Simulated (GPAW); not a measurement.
The system is Os.

```
Os
1.0
     2.73410    0.00000    0.00000
    -1.36705    2.36780    0.00000
     0.00000    0.00000    4.31970
Os
2
Direct
  0.66667 0.33333 0.75000
  0.33333 0.66667 0.25000
```

Base run:

| Item | Value |
| --- | --- |
| Program | GPAW 26.7.0 |
| Functional | RPBE |
| Potentials or basis | the program's PAW data sets (release 1.2.1) made for this functional |
| Cutoff | 600 eV |
| Basis | pw |
| k mesh | 8 × 8 × 5 |
| Occupations | fermi-dirac, width 0.05 eV |
| Spin | spin-orbit coupling, no magnetisation |

Its results: pressure 10.8 GPa.

Task: The run is repeated on the same cell with these changes: functional from RPBE to LDA. What comes out?

Result: Pressure -13.2 GPa.

LDA binds more tightly than RPBE, so the same cell stands under less pressure.

Caveats: spin-orbit coupling was added after a scalar SCF, so levels and gaps hold it while energy, forces, pressure and moments don't.

Not every run made on this cell is shown here.
